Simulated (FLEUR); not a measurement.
Runs of FLEUR MaX-R8.1 (later development tree) on Nd. The structure is hexagonal, space group P6_3/mmc (No. 194). The conventional cell has a = 3.657 Å, b = 3.657 Å, c = 5.902 Å, α = 90.00°, β = 90.00°, γ = 120.00°. Around Nd (site symmetry -6m2) lie 12 Nd at 3.63 to 3.66 Å. This isn't the form of Nd at room conditions, which is double hcp.

| level | moment (μB) |
| --- | --- |
| PBE | 8.13 |
| WC | (a) |
| BLYP | 7.92 |
| LDA | 8.13 |

Alike in all rows: task band structure; potentials or basis all-electron, FLAPW; spin collinear, ferromagnetic start; cell as given; k mesh 8 × 8 × 5; smearing fermi-dirac 0.05 eV; kmax 4.1 1/bohr.

Estimate the missing entries.

(a) 8.05.

Caveats: the magnetic or orbital state may not be the lowest.

Not every run made on this cell is shown here.
